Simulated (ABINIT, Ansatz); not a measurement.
# AgCl (Fm-3m): zone-centre phonons, part 2 of 3

Which modes does AgCl (Fm-3m) have at the zone centre?

ABINIT 10.8.3; DFT LDA, scalar-relativistic, plane waves, PseudoDojo norm-conserving pseudopotentials.

So far. Step 3 (Self-consistent run for the response): The cell stands at -0.31 GPa: the relaxation ran with a smoothed and higher cutoff and on another k mesh. Step 5 (Linear response at Γ): The acoustic modes at Γ come out as far as 2.0 cm⁻¹ from zero, where they should vanish, a small numerical error; the Born charges miss their sum rule by 4.2e-4 e, which is good. The relaxed cell has a = 5.355 Å (conventional setting).

### Step 6. Zone-centre analysis

anaddb reads the merged derivatives, imposes the acoustic sum rule and charge neutrality, and adds the LO-TO term along chosen directions.

anaddb.abi

```
ddb_filepath "gamma_DDB"
output_file "anaddb.abo"
outdata_prefix "anaddb"
asr 1
chneut 1
enunit 2
eivec 1
nph1l 1
qph1l 0.0 0.0 0.0 1.0
dieflag 1
nph2l 3
qph2l 
    1.0 0.0 0.0 0.0
    0.0 0.0 1.0 0.0
    1.0 1.0 1.0 0.0
```

mrgddb.in

```
gamma_DDB
merged
2
dfpt_gammao_DS2_DDB
gso_DDB
```

The run is started by

```console
$ mrgddb < mrgddb.in > mrgddb.log
$ OMP_NUM_THREADS=1 anaddb anaddb.abi > anaddb.log
```

anaddb.abo, the main output file:

```text
[banners, grids, parts of the stress and lines that vanish by symmetry left out]
-outvars_anaddb: echo values of input variables ----------------------

 Flags :
[...]
Dielectric Tensor and Effective Charges
[...]
Effective charge tensors after
[...]
Phonon wavevector (reduced coordinates) :  0.00000  0.00000  0.00000
 Phonon energies in Hartree :
[...]
Phonon energies in meV     :
-  0.000000E+00  0.000000E+00  0.000000E+00  1.615816E+01  1.615816E+01
-  1.615816E+01
 Phonon frequencies in cm-1    :
-  0.000000E+00  0.000000E+00  0.000000E+00  1.303243E+02  1.303243E+02
-  1.303243E+02
 Phonon frequencies in Thz     :
-  0.000000E+00  0.000000E+00  0.000000E+00  3.907025E+00  3.907025E+00
-  3.907025E+00
 Phonon energies in Kelvin  :
-  0.000000E+00  0.000000E+00  0.000000E+00  1.875076E+02  1.875076E+02
-  1.875076E+02
[...]
-  1  0.00000000E+00  0.00000000E+00  1.95643388E-03
-     0.00000000E+00  0.00000000E+00  0.00000000E+00
-  2  0.00000000E+00  0.00000000E+00  1.95643409E-03
-     0.00000000E+00  0.00000000E+00  0.00000000E+00
[...]
-  1  0.00000000E+00  1.95643388E-03  0.00000000E+00
-     0.00000000E+00  0.00000000E+00  0.00000000E+00
-  2  0.00000000E+00  1.95643409E-03  0.00000000E+00
-     0.00000000E+00  0.00000000E+00  0.00000000E+00
[...]
-  1  1.95643388E-03  0.00000000E+00  0.00000000E+00
-     0.00000000E+00  0.00000000E+00  0.00000000E+00
-  2  1.95643409E-03  0.00000000E+00  0.00000000E+00
-     0.00000000E+00  0.00000000E+00  0.00000000E+00
[...]
-  1  0.00000000E+00  0.00000000E+00  1.12161333E-03
-     0.00000000E+00  0.00000000E+00  0.00000000E+00
-  2  0.00000000E+00  1.01989059E-07 -3.41261450E-03
-     0.00000000E+00  0.00000000E+00  0.00000000E+00
[...]
-  1  0.00000000E+00 -1.12161333E-03  0.00000000E+00
-     0.00000000E+00  0.00000000E+00  0.00000000E+00
-  2 -1.63029143E-07  3.41261450E-03  1.01990253E-07
-     0.00000000E+00  0.00000000E+00  0.00000000E+00
[...]
-  1  1.12161333E-03  0.00000000E+00  0.00000000E+00
-     0.00000000E+00  0.00000000E+00  0.00000000E+00
-  2 -3.41261450E-03 -1.63029890E-07  0.00000000E+00
-     0.00000000E+00  0.00000000E+00  0.00000000E+00
[...]
-     1          0.000000    -0.000000    -0.000000     0.000000
-     2         -0.000000    -0.000000     0.000000     0.000000
-     3         -0.000000     0.000000     0.000000     0.000000
-     4          0.000013    -0.000053     1.786435     1.786435
-     5          0.000085    -1.786435    -0.000053     1.786435
-     6          1.786435     0.000085    -0.000013     1.786435
[...]
-   1     Real    0.0000E+00  0.0000E+00  0.0000E+00  0.0000E+00  0.0000E+00  0.0000E+00  0.0000E+00
[...]
-   2     Real    0.0000E+00  0.0000E+00  0.0000E+00  0.0000E+00  0.0000E+00  0.0000E+00  0.0000E+00
[...]
-   3     Real    0.0000E+00  0.0000E+00  0.0000E+00  0.0000E+00  0.0000E+00  0.0000E+00  0.0000E+00
[...]
-   4     Real    0.0000E+00  3.6782E-14  4.1181E-05  0.0000E+00  3.0161E-10 -1.2307E-09  4.1181E-05
[...]
-   5     Real    9.3984E-14  4.1181E-05  3.6782E-14 -1.9673E-09 -5.8796E-14  1.2307E-09  4.1181E-05
[...]
-   6     Real    4.1181E-05  9.3985E-14  0.0000E+00  1.9673E-09 -3.0155E-10 -1.4406E-14  4.1181E-05
[...]
Phonon at Gamma, with non-analyticity in the
[...]
Phonon energies in Hartree :
[...]
Phonon energies in meV     :
-  0.000000E+00  0.000000E+00  0.000000E+00  1.615816E+01  1.615816E+01
-  2.266731E+01
 Phonon frequencies in cm-1    :
-  0.000000E+00  0.000000E+00  0.000000E+00  1.303243E+02  1.303243E+02
-  1.828242E+02
 Phonon frequencies in Thz     :
-  0.000000E+00  0.000000E+00  0.000000E+00  3.907025E+00  3.907025E+00
-  5.480931E+00
 Phonon energies in Kelvin  :
-  0.000000E+00  0.000000E+00  0.000000E+00  1.875076E+02  1.875076E+02
-  2.630432E+02
[...]
-  1  0.00000000E+00  0.00000000E+00  1.95643388E-03
-     0.00000000E+00  0.00000000E+00  0.00000000E+00
-  2  0.00000000E+00  0.00000000E+00  1.95643409E-03
-     0.00000000E+00  0.00000000E+00  0.00000000E+00
[...]
Phonon at Gamma, with non-analyticity in the
[...]
Phonon energies in Hartree :
[...]
Phonon energies in meV     :
-  0.000000E+00  0.000000E+00  0.000000E+00  1.615816E+01  1.615816E+01
-  2.266731E+01
 Phonon frequencies in cm-1    :
-  0.000000E+00  0.000000E+00  0.000000E+00  1.303243E+02  1.303243E+02
-  1.828242E+02
 Phonon frequencies in Thz     :
-  0.000000E+00  0.000000E+00  0.000000E+00  3.907025E+00  3.907025E+00
-  5.480931E+00
 Phonon energies in Kelvin  :
-  0.000000E+00  0.000000E+00  0.000000E+00  1.875076E+02  1.875076E+02
-  2.630432E+02
[...]
Phonon at Gamma, with non-analyticity in the
[...]
Phonon energies in Hartree :
[...]
Phonon energies in meV     :
-  0.000000E+00  0.000000E+00  0.000000E+00  1.615816E+01  1.615816E+01
-  2.266731E+01
 Phonon frequencies in cm-1    :
-  0.000000E+00  0.000000E+00  0.000000E+00  1.303243E+02  1.303243E+02
-  1.828242E+02
 Phonon frequencies in Thz     :
-  0.000000E+00  0.000000E+00  0.000000E+00  3.907025E+00  3.907025E+00
-  5.480931E+00
 Phonon energies in Kelvin  :
-  0.000000E+00  0.000000E+00  0.000000E+00  1.875076E+02  1.875076E+02
-  2.630432E+02
[...]
-  1  0.00000000E+00 -1.95643388E-03  0.00000000E+00
-     0.00000000E+00  0.00000000E+00  0.00000000E+00
-  2  0.00000000E+00 -1.95643405E-03  0.00000000E+00
-     0.00000000E+00  0.00000000E+00  0.00000000E+00
[...]
-  1  1.95643388E-03  0.00000000E+00  0.00000000E+00
-     0.00000000E+00  0.00000000E+00  0.00000000E+00
-  2  1.95643406E-03  0.00000000E+00  0.00000000E+00
-     0.00000000E+00  0.00000000E+00  0.00000000E+00
[...]
-  1  1.24584697E-04  7.23434845E-04 -8.48019542E-04
-     0.00000000E+00  0.00000000E+00  0.00000000E+00
-  2 -3.79060709E-04 -2.20111885E-03  2.58017956E-03
-     0.00000000E+00  0.00000000E+00  0.00000000E+00
[...]
-  1  9.07279614E-04 -5.61533319E-04 -3.45746294E-04
-     0.00000000E+00  0.00000000E+00  0.00000000E+00
-  2 -2.76048392E-03  1.70851816E-03  1.05196576E-03
-     0.00000000E+00  0.00000000E+00  0.00000000E+00
[...]
Direction                     Dielectric constant
[...]
0.00000   0.00000   1.00000     11.52007823
   1.00000   1.00000   1.00000     11.52007823
-
```

It took 0.71 s on 1 thread of Intel Xeon at 2.70GHz, shared host.

Read from the output:

```
mean static dielectric constant      : 11.52
highest mode moved by the LO-TO term : 182.8 cm⁻¹
```

No LO-TO term; unit eigenvectors of the mass-weighted matrix, from anaddb's displacements. The modes at Γ (shares of kinetic energy by element, %):

```
mode  frequency (cm⁻¹)  symmetry  Ag %  Cl %
   1               0.0  acoustic    75    25
   2               0.0  acoustic    75    25
   3               0.0  acoustic    75    25
   4             130.3       T1u    25    75
   5             130.3       T1u    25    75
   6             130.3       T1u    25    75
```

Displacements in mode 4 (130.3 cm⁻¹), the largest set to 1:
```
Ag1  0.00  0.00  0.33
Cl2  0.00  0.00 -1.00
```

Trace of the oscillator strength, degenerate modes summed. Lines of the infrared spectrum (strongest = 100):

| position (cm⁻¹) | lines merged | IR intensity, relative |
| --- | --- | --- |
| 130 | 3 | 100 |

Static dielectric tensor (ions relaxed, fixed cell):

```
11.52  0.00  0.00
 0.00 11.52  0.00
 0.00  0.00 11.52
```

The rule moves no optical mode by more than 0.1 cm⁻¹.

### Step 7. Sum rules set otherwise (asr 0)

Without the rule the raw error of the acoustic modes shows.

Changes to anaddb.abi since step 6:

```diff
@@ -3,4 +3,4 @@
 outdata_prefix "anaddb"
-asr 1
-chneut 1
+asr 0
+chneut 0
 enunit 2
```

mrgddb.in is that of step 6.

anaddb.abo, the main output file:

```text
[banners, grids, parts of the stress and lines that vanish by symmetry left out]
-outvars_anaddb: echo values of input variables ----------------------

 Flags :
[...]
Dielectric Tensor and Effective Charges
[...]
Effective charge tensors after
[...]
Phonon wavevector (reduced coordinates) :  0.00000  0.00000  0.00000
 Phonon energies in Hartree :
[...]
Phonon energies in meV     :
-  2.503489E-01  2.503489E-01  2.503489E-01  1.615885E+01  1.615885E+01
-  1.615885E+01
 Phonon frequencies in cm-1    :
-  2.019200E+00  2.019200E+00  2.019200E+00  1.303299E+02  1.303299E+02
-  1.303299E+02
 Phonon frequencies in Thz     :
-  6.053410E-02  6.053410E-02  6.053411E-02  3.907192E+00  3.907192E+00
-  3.907192E+00
 Phonon energies in Kelvin  :
-  2.905179E+00  2.905179E+00  2.905179E+00  1.875157E+02  1.875157E+02
-  1.875157E+02
[...]
-  1  0.00000000E+00  0.00000000E+00 -1.95628580E-03
-     0.00000000E+00  0.00000000E+00  0.00000000E+00
-  2  0.00000000E+00  0.00000000E+00 -1.95688457E-03
-     0.00000000E+00  0.00000000E+00  0.00000000E+00
[...]
-  1  0.00000000E+00  1.95628580E-03  0.00000000E+00
-     0.00000000E+00  0.00000000E+00  0.00000000E+00
-  2  0.00000000E+00  1.95688457E-03  0.00000000E+00
-     0.00000000E+00  0.00000000E+00  0.00000000E+00
[...]
-  1  1.95628580E-03  0.00000000E+00  0.00000000E+00
-     0.00000000E+00  0.00000000E+00  0.00000000E+00
-  2  1.95688457E-03  0.00000000E+00  0.00000000E+00
-     0.00000000E+00  0.00000000E+00  0.00000000E+00
[...]
-  1  0.00000000E+00  0.00000000E+00  1.12187159E-03
-     0.00000000E+00  0.00000000E+00  0.00000000E+00
-  2  0.00000000E+00  1.21172736E-07 -3.41235620E-03
-     0.00000000E+00  0.00000000E+00  0.00000000E+00
[...]
-  1  0.00000000E+00 -1.12187159E-03  0.00000000E+00
-     0.00000000E+00  0.00000000E+00  0.00000000E+00
-  2  0.00000000E+00  3.41235620E-03  1.21174205E-07
-     0.00000000E+00  0.00000000E+00  0.00000000E+00
[...]
-  1  1.12187159E-03  0.00000000E+00  0.00000000E+00
-     0.00000000E+00  0.00000000E+00  0.00000000E+00
-  2 -3.41235620E-03  0.00000000E+00  0.00000000E+00
-     0.00000000E+00  0.00000000E+00  0.00000000E+00
[...]
-     1         -0.000000    -0.000000     0.000010     0.000010
-     2         -0.000000    -0.000010    -0.000000     0.000010
-     3         -0.000010     0.000000    -0.000000     0.000010
-     4          0.000027    -0.000063     1.786383     1.786383
-     5          0.000050    -1.786383    -0.000063     1.786383
-     6          1.786383     0.000050    -0.000027     1.786383
[...]
-   1     Real    0.0000E+00  0.0000E+00  0.0000E+00  0.0000E+00  0.0000E+00  0.0000E+00  0.0000E+00
[...]
-   2     Real    0.0000E+00  0.0000E+00  0.0000E+00  0.0000E+00  0.0000E+00  0.0000E+00  0.0000E+00
[...]
-   3     Real    0.0000E+00  0.0000E+00  0.0000E+00  0.0000E+00  0.0000E+00  0.0000E+00  0.0000E+00
[...]
-   4     Real    0.0000E+00  5.1920E-14  4.1175E-05 -2.2447E-14  6.3214E-10 -1.4621E-09  4.1175E-05
[...]
-   5     Real    3.2375E-14  4.1175E-05  5.1921E-14 -1.1546E-09 -4.0999E-14  1.4621E-09  4.1175E-05
[...]
-   6     Real    4.1175E-05  3.2376E-14  0.0000E+00  1.1546E-09 -6.3210E-10 -1.7725E-14  4.1175E-05
[...]
Phonon at Gamma, with non-analyticity in the
[...]
Phonon energies in Hartree :
[...]
Phonon energies in meV     :
-  2.503489E-01  2.503489E-01  2.503490E-01  1.615885E+01  1.615885E+01
-  2.266697E+01
 Phonon frequencies in cm-1    :
-  2.019200E+00  2.019200E+00  2.019200E+00  1.303299E+02  1.303299E+02
-  1.828214E+02
 Phonon frequencies in Thz     :
-  6.053410E-02  6.053410E-02  6.053411E-02  3.907192E+00  3.907192E+00
-  5.480848E+00
 Phonon energies in Kelvin  :
-  2.905179E+00  2.905179E+00  2.905179E+00  1.875157E+02  1.875157E+02
-  2.630392E+02
[...]
-  1  0.00000000E+00  0.00000000E+00 -1.95628580E-03
-     0.00000000E+00  0.00000000E+00  0.00000000E+00
-  2  0.00000000E+00  0.00000000E+00 -1.95688457E-03
-     0.00000000E+00  0.00000000E+00  0.00000000E+00
[...]
Phonon at Gamma, with non-analyticity in the
[...]
Phonon energies in Hartree :
[...]
Phonon energies in meV     :
-  2.503489E-01  2.503489E-01  2.503489E-01  1.615885E+01  1.615885E+01
-  2.266697E+01
 Phonon frequencies in cm-1    :
-  2.019200E+00  2.019200E+00  2.019200E+00  1.303299E+02  1.303299E+02
-  1.828214E+02
 Phonon frequencies in Thz     :
-  6.053410E-02  6.053410E-02  6.053411E-02  3.907192E+00  3.907192E+00
-  5.480848E+00
 Phonon energies in Kelvin  :
-  2.905179E+00  2.905179E+00  2.905179E+00  1.875157E+02  1.875157E+02
-  2.630392E+02
[...]
Phonon at Gamma, with non-analyticity in the
[...]
Phonon energies in Hartree :
[...]
Phonon energies in meV     :
-  2.503489E-01  2.503489E-01  2.503489E-01  1.615885E+01  1.615885E+01
-  2.266697E+01
 Phonon frequencies in cm-1    :
-  2.019200E+00  2.019200E+00  2.019200E+00  1.303299E+02  1.303299E+02
-  1.828214E+02
 Phonon frequencies in Thz     :
-  6.053410E-02  6.053410E-02  6.053411E-02  3.907192E+00  3.907192E+00
-  5.480848E+00
 Phonon energies in Kelvin  :
-  2.905179E+00  2.905179E+00  2.905179E+00  1.875157E+02  1.875157E+02
-  2.630392E+02
[...]
-  1  4.74117796E-04 -1.76943828E-03 -6.86554980E-04
-     0.00000000E+00  0.00000000E+00  0.00000000E+00
-  2  4.74266100E-04 -1.76997667E-03 -6.86761931E-04
-     0.00000000E+00  0.00000000E+00  0.00000000E+00
[...]
-  1  1.89269689E-03  3.88100031E-04  3.06816373E-04
-     0.00000000E+00  0.00000000E+00  0.00000000E+00
-  2  1.89327204E-03  3.88214658E-04  3.06906121E-04
-     0.00000000E+00  0.00000000E+00  0.00000000E+00
[...]
-  1  1.24608421E-04  7.23604492E-04 -8.48212913E-04
-     0.00000000E+00  0.00000000E+00  0.00000000E+00
-  2 -3.79016924E-04 -2.20096159E-03  2.57997851E-03
-     0.00000000E+00  0.00000000E+00  0.00000000E+00
[...]
-  1  9.07489202E-04 -5.61658659E-04 -3.45830543E-04
-     0.00000000E+00  0.00000000E+00  0.00000000E+00
-  2 -2.76027705E-03  1.70837681E-03  1.05190024E-03
-     0.00000000E+00  0.00000000E+00  0.00000000E+00
[...]
Direction                     Dielectric constant
[...]
0.00000   0.00000   1.00000     11.51874577
   1.00000   1.00000   1.00000     11.51874577
-
```

Wall time 0.74 s (1 thread).

Zone-centre frequencies as printed; negative means imaginary. Modes:

```
mode  frequency (cm⁻¹)
   1              2.02
   2              2.02
   3              2.02
   4             130.3
   5             130.3
   6             130.3
```

(Part 2 of 3 ends here.)

[Host names and launcher messages were left out of these logs when they were recorded.]

[Logs are printed without paths, hosts, clocks, repeated set-up lines and the standing remarks that a program may print on its own settings, such as how far it seeks lower states.]

[Hosts, paths, dates, database ids (printed as entryN), source tags and the programs' standing remarks are cut or masked in the printed files.]
